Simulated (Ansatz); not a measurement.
**Al2O3 (R-3c): the host for defect calculations**

Aim: the runs on the perfect crystal Al2O3 (R-3c) that a defect calculation needs first.

Method: plane-wave PAW DFT, PBEsol; relaxation of the host's cell and atoms, in the first sound run; inputs show where later runs differ, in Ansatz 0.2.0.

## 1. The structure

The structure is trigonal, space group R-3c (No. 167). Conventional cell: a = 4.805 Å, b = 4.805 Å, c = 13.116 Å, α = 90.00°, β = 90.00°, γ = 120.00°. Al has 6 O at 1.87 to 1.99 Å nearest. O has 4 Al at 1.87 to 1.99 Å nearest. Farther neighbours and most contacts between anions are not listed.

## 2. Host cell relaxation

Cell and atoms are relaxed together, until forces and stress fall under their thresholds.

cell/input.yaml

```yaml
crystal:
  lattice:
    - [2.4025136, 1.3870919, 4.3720844]
    - [-2.4025136, 1.3870919, 4.3720844]
    - [0.0, -2.7741838, 4.3720844]
  atoms:
    - { symbol: Al, position: [0.647904, 0.647904, 0.647904] }
    - { symbol: Al, position: [0.852096, 0.852096, 0.852096] }
    - { symbol: Al, position: [0.147904, 0.147904, 0.147904] }
    - { symbol: Al, position: [0.352096, 0.352096, 0.352096] }
    - { symbol: O, position: [0.4438545, 0.0561455, 0.75] }
    - { symbol: O, position: [0.9438545, 0.25, 0.5561455] }
    - { symbol: O, position: [0.0561455, 0.75, 0.4438545] }
    - { symbol: O, position: [0.75, 0.4438545, 0.0561455] }
    - { symbol: O, position: [0.25, 0.5561455, 0.9438545] }
    - { symbol: O, position: [0.5561455, 0.9438545, 0.25] }
basis:
  ecutwfc: 420
  xc_grid: 2
hamiltonian:
  xc: pbesol
kpoints:
  mp_grid: { grid: [7, 7, 7] }
scf:
  occupations: { method: fixed }
  max_iter: 100
relax:
  f_tol: 0.005
  max_steps: 60
  cell: {}
output:
  forces: true
  stress: true
checkpoint:
  write: "../cell.run"
  compress: false
  write_wavefunctions: false
  write_every: 100000
```

The run is started by

```
$ ansatz run input.yaml --threads 8 --pin off --max-ram 22609MiB --backend cpu --events-out ev --progress --plain --runs-dir out
```

Numbers of over 12 decimals in the logs are rounded to 6 here.

The program printed:

```text
[... repeated set-up lines and file paths are left out, and long positions are rounded to six places ...]
Engine: ansatz 0.2.0, aarch64-unknown-linux-gnu
Pseudopotentials: kind: paw
Pseudopotential: Al, paw, valence charge 3, recommended cutoff 420 eV (normal), Al.paw.azcp
Pseudopotential: O, paw, valence charge 6, recommended cutoff 420 eV (normal), O.paw.azcp
Functional definition: PBEsol
  exchange = pbesol_x
  correlation = pbesol_c
Crystal: 10 atoms, lattice volume = 87.420 Å³
Basis set: ecut = 420 eV, 1707 PW (Γ), exchange–correlation on 72×72×72 points (8 copies of the dense FFT grid, shifted against one another)
Bands: 34, of which v1, the nominal top of the filled ones, is band 24 counted from 1 (23 counted from 0)
Symmetry: 12 space group operations
Space group: R-3c (ITA 167), of the structure as read, at distance tolerance 4.4e-5 Å
k-points: 44 of 343
Non-local potential: Al, projectors of the file, l = 0: 2, l = 1: 2, l = 2: 1
Non-local potential: O, projectors of the file, l = 0: 2, l = 1: 2, l = 2: 1
PAW form: soft (Blöchl's): semilocal exchange-correlation on the pseudo side does not see the compensation charge
PAW frozen core: Al, regenerated for the run's functional, and the local potential with it (the file was generated under x = pbe(κ = 0.804, μ = 0.219515), c = pbe(β = 0.066725))
PAW frozen core: O, regenerated for the run's functional, and the local potential with it (the file was generated under x = pbe(κ = 0.804, μ = 0.219515), c = pbe(β = 0.066725))
PAW one-centre angular grid: Al, 110 points (default); XC on 64 Gauss nodes
PAW one-centre angular grid: O, 110 points (default); XC on 64 Gauss nodes
Initial density: superposition of atomic densities (neutral atoms: chi_scale 0, normalization atom), corrected by the library's trained network
Initial wavefunctions: pseudopotential atomic-orbital guess
Functional: x = pbesol(κ = 0.804, μ = 0.123457), c = pbesol(β = 0.046)
SCF iter   1: F=—  HF=-5478.871218 eV  |F-HF|=—  |Δ(HF+E_count)|=         —  Δρ=1.60e-2  dr2=1.70e-1  ethr=1.77e-3  ⟨swp⟩=5.2  Hψ=5970  notcnv=0  defer=326
preconditioner: auto → Resta (q_TF=auto, 2.469 Å⁻¹)  ε∞=3.6  [insulator: Δε(μ)=5.664 eV  Ē_g=17.047 eV  n_scr=20 (ndim 8)  ℏωp=27.5 eV  f_vac=0.000  ε∞_Penn≈3.6]
SCF iter   2: F=—  HF=-5478.820081 eV  |F-HF|=—  |Δ(HF+E_count)|=   5.11e-2  Δρ=2.05e-3  dr2=1.57e-3  ethr=3.55e-4  ⟨swp⟩=2.6  Hψ=2769  notcnv=0  defer=350
SCF iter   3: F=—  HF=-5478.820249 eV  |F-HF|=—  |Δ(HF+E_count)|=   1.68e-4  Δρ=1.10e-3  dr2=5.56e-4  ethr=3.26e-6  ⟨swp⟩=2.0  Hψ=1737  notcnv=0  defer=308
automatic band count: iteration 3 solves 33 bands in place of 34: the levels show a gap, and the empty bands left out lie too high to hold charge; the band table lists the bands solved (type scf.n_extra_bands for more)
SCF iter   4: F=—  HF=-5478.820319 eV  |F-HF|=—  |Δ(HF+E_count)|=   7.02e-5  Δρ=8.12e-5  dr2=5.01e-6  ethr=1.16e-6  ⟨swp⟩=2.4  Hψ=2173  notcnv=0  defer=300
SCF iter   5: F=—  HF=-5478.820331 eV  |F-HF|=—  |Δ(HF+E_count)|=   1.19e-5  Δρ=1.75e-5  dr2=2.14e-7  ethr=1.04e-8  ⟨swp⟩=2.6  Hψ=2454  notcnv=0  defer=200
SCF iter   6: F=-5478.820331 eV  HF=-5478.820331 eV  |F-HF|=4.58e-9  |Δ(HF+E_count)|=   5.94e-8  Δρ=2.92e-6  dr2=9.98e-9  ethr=2.08e-10  ⟨swp⟩=4.0  Hψ=4531  notcnv=0
SCF 1 converged in 6 iterations: F = -5478.820331 eV  dr2 = 9.98e-9
  greatest PAW one-centre occupation: 0.857 electrons in one spin orbital (limit 2), on the O atom at site 9 (counted from 0), in its partial waves of l = 0
relax step   1: F+E_penalty+E_count = -5478.82033109 eV  Δ(F+E_penalty+E_count) = +0.000e0 eV  max|allowed force component| = 4.971e-2 eV/Å  Δτ_max = 0.0000 Å  P = -4.850 GPa  Ω = 87.420 Å³  (6 SCF iters, dr2 threshold 1.00e-7 eV, accepted)
[... the SCF cycles and remarks between the steps are left out from here to the last step ...]
relax step   2: F+E_penalty+E_count = -5478.84382496 eV  Δ(F+E_penalty+E_count) = -2.349e-2 eV  max|allowed force component| = 2.821e-2 eV/Å  Δτ_max = 0.0021 Å  P = -2.660 GPa  Ω = 86.618 Å³  energy of the carried Pulay correction = +4.597e-3 eV  (5 SCF iters, dr2 threshold 1.00e-6 eV, accepted)
relax step   3: F+E_penalty+E_count = -5478.85709568 eV  Δ(F+E_penalty+E_count) = -1.327e-2 eV  max|allowed force component| = 3.007e-2 eV/Å  Δτ_max = 0.0006 Å  P = +0.049 GPa  Ω = 85.677 Å³  energy of the carried Pulay correction = +1.005e-2 eV  (5 SCF iters, dr2 threshold 1.00e-6 eV, accepted)
relax step   4: F+E_penalty+E_count = -5478.85714019 eV  Δ(F+E_penalty+E_count) = -4.451e-5 eV  max|allowed force component| = 1.533e-2 eV/Å  Δτ_max = 0.0008 Å  P = +0.008 GPa  Ω = 85.686 Å³  energy of the carried Pulay correction = +9.997e-3 eV  (4 SCF iters, dr2 threshold 5.65e-8 eV, accepted)
relax step   5: F+E_penalty+E_count = -5478.85713552 eV  Δ(F+E_penalty+E_count) = +4.671e-6 eV  max|allowed force component| = 4.932e-3 eV/Å  Δτ_max = 0.0007 Å  P = -0.009 GPa  Ω = 85.692 Å³  energy of the carried Pulay correction = +9.965e-3 eV  (4 SCF iters, dr2 threshold 1.47e-8 eV, accepted)
relax step   6: F+E_penalty+E_count = -5478.84826372 eV  Δ(F+E_penalty+E_count) = +8.872e-3 eV  max|allowed force component| = 4.627e-3 eV/Å  Δτ_max = 0.0000 Å  P = -0.205 GPa  Ω = 85.692 Å³  stress off target by 2.09e-1 GPa  SCF on the basis re-selected at this cell (its energy is not comparable with the rows above)  (5 SCF iters)
relax step   7: F+E_penalty+E_count = -5478.84871385 eV  Δ(F+E_penalty+E_count) = -4.501e-4 eV  max|allowed force component| = 2.287e-5 eV/Å  Δτ_max = 0.0003 Å  P = -0.004 GPa  Ω = 85.622 Å³  energy of the carried Pulay correction = +4.012e-4 eV  (4 SCF iters, dr2 threshold 1.09e-7 eV, accepted)
iter 1 solved again at ethr=1.91e-8 eV; its pass at ethr=3.10e-3 eV (dr2=9.16e-6 eV) is discarded
SCF iter   1: F=—  HF=-5478.848232 eV  |F-HF|=—  |Δ(HF+E_count)|=         —  Δρ=1.11e-5  dr2=2.52e-8  ethr=1.91e-8  ⟨swp⟩=3.0  Hψ=9935  notcnv=0  defer=347
SCF iter   2: F=—  HF=-5478.848243 eV  |F-HF|=—  |Δ(HF+E_count)|=   1.03e-5  Δρ=5.10e-6  dr2=7.93e-9  ethr=5.25e-11  ⟨swp⟩=2.0  Hψ=2354  notcnv=0  defer=334
SCF iter   3: F=—  HF=-5478.848243 eV  |F-HF|=—  |Δ(HF+E_count)|=   4.40e-9  Δρ=1.99e-6  dr2=1.46e-9  ethr=1.65e-11  ⟨swp⟩=2.1  Hψ=2149  notcnv=0  defer=334
SCF iter   4: F=—  HF=-5478.848243 eV  |F-HF|=—  |Δ(HF+E_count)|=  8.91e-10  Δρ=3.33e-7  dr2=1.00e-10  ethr=3.04e-12  ⟨swp⟩=3.0  Hψ=2517  notcnv=0  defer=334
SCF iter   5: F=-5478.848243 eV  HF=-5478.848243 eV  |F-HF|=3.64e-12  |Δ(HF+E_count)|=  3.82e-11  Δρ=7.31e-8  dr2=3.20e-12  ethr=1.00e-12  ⟨swp⟩=4.0  Hψ=4574  notcnv=0
SCF 8 converged in 5 iterations: F = -5478.848243 eV  dr2 = 3.20e-12
relax step   8: F+E_penalty+E_count = -5478.84824275 eV  Δ(F+E_penalty+E_count) = +4.711e-4 eV  max|allowed force component| = 4.126e-5 eV/Å  Δτ_max = 0.0000 Å  P = -0.009 GPa  Ω = 85.622 Å³  stress off target by 9.19e-3 GPa  SCF on the basis re-selected at this cell (its energy is not comparable with the rows above)  (5 SCF iters)
basis re-selected at this cell: Δ(F+E_penalty+E_count) = +4.711e-4 eV, ΔP = -0.005 GPa vs the last step (what re-selecting the basis moved, of the pressure what is left beyond the Pulay correction that the steps carried, after the strain that the cell walked [...]
SCF converged after 5 iterations
Free energy (F): -5478.848243 eV
Harris-Foulkes:  -5478.848243 eV  (|F-HF|=3.64e-12)
Internal energy: -5478.848243 eV  (E = F + TS)
E sigma→0 (E₀):  -5478.848243 eV
Fermi energy:    7.540257 eV
--- Per-component energies (eV) ---
  E_band       = 58.003500
  E_kinetic    = 1178.143740
  E_local      = -1978.782719  (includes V_loc(G=0)·N_el)
  E_nonlocal   = 326.503290
  E_hartree    = 728.900893
  E_xc         = -605.825314
  E_vxc        = -692.594705  (∫ρ·V_xc dr)
  E_paw        = -2736.808600  (= ΣΔE_a)
  E_vpaw       = -233.082956  (= ΣTr[D̂ρ^β])
  E_aug_tail   = 0.015146  (compensation charges beyond the density's cutoff)
  E_ewald      = -2391.282962
  E_core_change = 0.288284  (= ΣΔE_core)
  E_smearing   = -0.000000  (= −TS)
  E_closure    = 0.000000  (closes the sum)
  Σ components = -5478.848243   (vs F -5478.848243, Δ=0.00e0)
--- Forces (eV/Å), atoms counted from 1 ---
  atom   1  Al     0.00000000     0.00000000     0.00000657
  atom   2  Al    -0.00000000    -0.00000000    -0.00000657
  atom   3  Al     0.00000000     0.00000000     0.00000657
  atom   4  Al     0.00000000    -0.00000000    -0.00000657
  atom   5  O     -0.00004126    -0.00000000     0.00000000
  atom   6  O     -0.00002063    -0.00003573     0.00000000
  atom   7  O      0.00002063     0.00003573     0.00000000
  atom   8  O      0.00002063    -0.00003573     0.00000000
  atom   9  O     -0.00002063     0.00003573    -0.00000000
  atom  10  O      0.00004126     0.00000000     0.00000000
  max |Σ_I F_I| component: 1.79e-17 eV/Å
--- Stress (GPa, compression-positive) ---
       -0.009185      -0.000000      -0.000000
       -0.000000      -0.009185       0.000000
       -0.000000      -0.000000      -0.007187
  P = ⅓ Tr σ = -0.0085 GPa (-0.085 kbar)
--- Relaxed structure (6 steps of the walk, 6 accepted, 2 SCFs on fresh bases) ---
  F+E_penalty+E_count = -5478.84824275 eV   max|allowed force component| = 4.126e-5 eV/Å   (the final SCF, on the basis selected at the relaxed cell)
  cell:  # Å, volume = 85.6225 Å³
    - [2.386934, 1.378097, 4.338269]
    - [-2.386934, 1.378097, 4.338269]
    - [0, -2.756194, 4.338269]
  atoms:
    - { symbol: Al, position: [0.647921, 0.647921, 0.647921] }
    - { symbol: Al, position: [0.852079, 0.852079, 0.852079] }
    - { symbol: Al, position: [0.147921, 0.147921, 0.147921] }
    - { symbol: Al, position: [0.352079, 0.352079, 0.352079] }
    - { symbol: O, position: [0.444140, 0.055860, 0.75] }
    - { symbol: O, position: [0.944140, 0.250000, 0.555860] }
    - { symbol: O, position: [0.055860, 0.750000, 0.444140] }
    - { symbol: O, position: [0.75, 0.444140, 0.055860] }
    - { symbol: O, position: [0.250000, 0.555860, 0.944140] }
    - { symbol: O, position: [0.555860, 0.944140, 0.250000] }
```

The job ended after 22 s (8 threads of Arm Neoverse V2, shared host; peak memory 0.51 GiB).

Step by step:

```csv
step,energy less that of the first step (eV),largest force component (eV/Å),pressure (GPa),volume (Å³)
1,0.0000,0.0497,-4.85,87.42
2,-0.0235,0.0282,-2.66,86.62
3,-0.0368,0.0301,0.05,85.68
4,-0.0368,0.0153,0.01,85.69
5,-0.0368,0.0049,-0.01,85.69
6,-0.0279,0.0046,-0.20,85.69
7,-0.0284,0.0000,0.00,85.62
8*,-0.0279,0.0000,-0.01,85.62
```

Relaxation steps marked * repeat the geometry before them on a plane-wave basis chosen anew for their cell, so energy and pressure can jump there. The log counts 2 steps on a newly chosen plane-wave basis, not all of them marked here; energy and pressure can jump at such steps.

The run keeps the 12 symmetry operations that it works with, so distortions that break them were not tested.

| conventional cell, symmetrised | before | after | change |
| --- | --- | --- | --- |
| a (Å) | 4.805 | 4.774 | -0.6 % |
| b (Å) | 4.805 | 4.774 | -0.6 % |
| c (Å) | 13.116 | 13.015 | -0.8 % |
| volume (Å³/atom) | 8.74 | 8.56 | -2.1 % |

Numbers from this step:

- pressure: -0.008519 GPa

The relaxation ends with a largest force component of 4.1e-5 eV/Å and a pressure of -0.01 GPa.

## 3. Dielectric tensors of the host

The response to a uniform electric field gives the electronic dielectric tensor.

This step: plane-wave PAW DFPT, PBEsol; dielectric tensors, Born charges and zone-centre modes of the host (Ansatz 0.2.0).

eps/input.yaml

```yaml
crystal:
  lattice:
    - [2.3869337137, 1.3780968221, 4.3382690299]
    - [-2.3869337137, 1.3780968221, 4.3382690299]
    - [0.0, -2.7561936443, 4.3382690299]
  atoms:
    - { symbol: Al, position: [0.6479208861, 0.6479208861, 0.6479208861] }
    - { symbol: Al, position: [0.8520791139, 0.8520791139, 0.8520791139] }
    - { symbol: Al, position: [0.1479208861, 0.1479208861, 0.1479208861] }
    - { symbol: Al, position: [0.3520791139, 0.3520791139, 0.3520791139] }
    - { symbol: O, position: [0.4441402346, 0.0558597654, 0.75] }
    - { symbol: O, position: [0.9441402346, 0.25, 0.5558597654] }
    - { symbol: O, position: [0.0558597654, 0.75, 0.4441402346] }
    - { symbol: O, position: [0.75, 0.4441402346, 0.0558597654] }
    - { symbol: O, position: [0.25, 0.5558597654, 0.9441402346] }
    - { symbol: O, position: [0.5558597654, 0.9441402346, 0.25] }
basis:
  ecutwfc: 420
hamiltonian:
  xc: pbesol
kpoints:
  mp_grid: { grid: [6, 6, 6] }
scf:
  occupations: { method: fixed }
  max_iter: 100
phonons:
  method: dfpt
  dielectric: true
  rigid_motions: translations
```

The program printed:

```text
[...]
Crystal: 10 atoms, lattice volume = 85.622 Å³
Basis set: ecut = 420 eV, 1653 PW (Γ), exchange–correlation on 72×72×72 points (8 copies of the dense FFT grid, shifted against one another)
Bands: 34, of which v1, the nominal top of the filled ones, is band 24 counted from 1 (23 counted from 0)
Symmetry: 12 space group operations
k-points: 112 of 216 (irreducible under 1 space group operation, time reversal used)
[...]
SCF iter   1: F=—  HF=-5478.899070 eV  |F-HF|=—  |Δ(HF+E_count)|=         —  Δρ=1.61e-2  dr2=1.68e-1  ethr=1.77e-3  ⟨swp⟩=5.1  Hψ=15355  notcnv=0  defer=827
[...]
SCF iter   8: F=-5478.848116 eV  HF=-5478.848116 eV  |F-HF|=9.09e-13  |Δ(HF+E_count)|=  1.20e-10  Δρ=1.02e-7  dr2=7.19e-12  ethr=1.00e-12  ⟨swp⟩=15.5  Hψ=26430  notcnv=0
SCF 1 converged in 8 iterations: F = -5478.848116 eV  dr2 = 7.19e-12
[...]
NSCF: frozen V_eff on 6 k-points
DFPT response loops at Γ: preconditioner auto → none (the input reference at scf.mixing.eps_inf says where Resta's filter doesn't serve); β = 0.50; Broyden in place of MSR1
SCF converged after 8 iterations
Free energy (F): -5478.848116 eV
[...]
Internal energy: -5478.848116 eV  (E = F + TS)
E sigma→0 (E₀):  -5478.848116 eV
Fermi energy:    7.540257 eV
[...]
--- Band table (eV; the first three rows and the last of 112) ---
[...]
[... further k-points left out ...]
--- Phonons (Γ-DFPT): 5 representative perturbations + reference, on 112 of 216 k-points (Σ response iterations 18) ---
  k mesh reduced under 1 symmetry operation, with k and −k counted as one. Each operation leaves every solved perturbation unchanged. A smaller set is not considered because the run solves the response to a homogeneous field
  ASR residual: 4.403e-5 → 0.000e0 eV/Å²; symmetrization residual: 3.577e-5 eV/Å²
  ASR residual per site (eV/Å²): 1.95e-5 1.95e-5 1.95e-5 1.95e-5 4.40e-5 4.40e-5 4.40e-5 4.40e-5 4.40e-5 4.40e-5
  Γ frequencies (cm⁻¹): 0.00 0.00 0.00 297.49 363.68 363.68 376.61 376.61 383.42 405.35 420.41 420.41 424.97 424.97 433.50 433.50 514.15 556.37 556.37 561.85 561.85 567.45 589.11 613.94 613.94 624.27 673.96 729.12 729.12 730.73
  ε∞ (high-frequency dielectric tensor):
        3.295622     0.000000    -0.000000
       -0.000000     3.295622     0.000000
        0.000000     0.000000     3.257177
  ε⁰ (static dielectric tensor: ions relaxed, cell fixed):
        9.716992     0.000000    -0.000000
        0.000000     9.716992    -0.000000
       -0.000000    -0.000000    11.805429
  ε⁰ − ε∞ (ionic part):
        6.421370     0.000000    -0.000000
        0.000000     6.421370    -0.000000
       -0.000000    -0.000000     8.548252
  softest optical mode at Γ: 297.49 cm⁻¹; the repairs (sum rule, projections) moved no ω² at Γ by more than (4.40 cm⁻¹)²
  Born effective charges Z* (e; rows j = field, columns β = displacement):
    site 0:
         2.98076   -0.03049   -0.00000
         0.03049    2.98076    0.00000
         0.00000    0.00000    2.94701
    site 1:
         2.98076    0.03049    0.00000
        -0.03049    2.98076    0.00000
        -0.00000    0.00000    2.94701
    site 2:
         2.98076    0.03049    0.00000
        -0.03049    2.98076    0.00000
        -0.00000    0.00000    2.94701
    site 3:
         2.98076   -0.03049   -0.00000
         0.03049    2.98076    0.00000
         0.00000    0.00000    2.94701
    site 4:
        -2.08820   -0.00000    0.00000
        -0.00000   -1.88614    0.27217
        -0.00000    0.36582   -1.96467
    site 5:
        -1.93666   -0.08749    0.23570
        -0.08749   -2.03769   -0.13608
         0.31681   -0.18291   -1.96467
    site 6:
        -1.93666   -0.08749    0.23570
        -0.08749   -2.03769   -0.13608
         0.31681   -0.18291   -1.96467
    site 7:
        -1.93666    0.08749   -0.23570
         0.08749   -2.03769   -0.13608
        -0.31681   -0.18291   -1.96467
    site 8:
        -1.93666    0.08749   -0.23570
         0.08749   -2.03769   -0.13608
        -0.31681   -0.18291   -1.96467
    site 9:
        -2.08820   -0.00000    0.00000
        -0.00000   -1.88614    0.27217
         0.00000    0.36582   -1.96467
  Z* charge neutrality: 6.913e-5 e pre-enforcement
  k-mesh period / interband length: 28.6 Å / 1.27 Å = 22.49 at k = (0.0000, 0.0000, 0.0000), direct gap 6.030 eV — 14 or more, which is no proof of convergence
  optical modes at Γ without the LO–TO term, one row a degenerate level:
      ω (cm⁻¹)  modes    IR ((D/Å)²/amu)
        297.49      1             0.0000
[...]
optical modes at Γ + LO–TO along q̂ = [1.0000, 0.0000, 0.0000]:
      ω (cm⁻¹)  modes    IR ((D/Å)²/amu)
[...]
optical modes at Γ + LO–TO along q̂ = [0.0000, 1.0000, 0.0000]:
      ω (cm⁻¹)  modes    IR ((D/Å)²/amu)
[...]
optical modes at Γ + LO–TO along q̂ = [0.0000, 0.0000, 1.0000]:
      ω (cm⁻¹)  modes    IR ((D/Å)²/amu)
[...]
433.50      2             0.0000
        487.07      1             2.0577
        514.15      1             0.0000
        556.37      2            81.2406
        561.85      2             0.0000
        589.11      1             0.0000
        613.94      2             7.1723
        624.27      1             0.0000
        673.96      1             0.0000
        729.12      2             0.0000
        730.73      1             0.0000
        850.41      1            62.2010
```

It took 83 s on 8 threads; peak memory 1.5 GiB.

The column dr2 measures how far the density is from self-consistency, as an energy; F and HF (Harris–Foulkes) agree once it is small.

Electronic dielectric tensor:

```
3.30 0.00 0.00
0.00 3.30 0.00
0.00 0.00 3.26
```

Static dielectric tensor:

```
 9.72  0.00  0.00
 0.00  9.72  0.00
 0.00  0.00 11.81
```

The principal values of the electronic dielectric tensor are 3.26, 3.30 and 3.30. The principal values of the static dielectric tensor are 9.72, 9.72 and 11.81.

(Continued in part 2 of 3.)

[Logs are printed without paths, hosts, clocks, repeated set-up lines and the standing remarks that a program may print on its own settings, such as how far it seeks lower states.]

[Hosts, paths, dates, database ids (printed as entryN), source tags and the programs' standing remarks are cut or masked in the printed files.]

[Runs of the host that timed out are not shown.]

[For some hosts the program warned that the k-mesh of the response run may be too coarse for force constants and the static dielectric constant; such warnings are not always shown.]
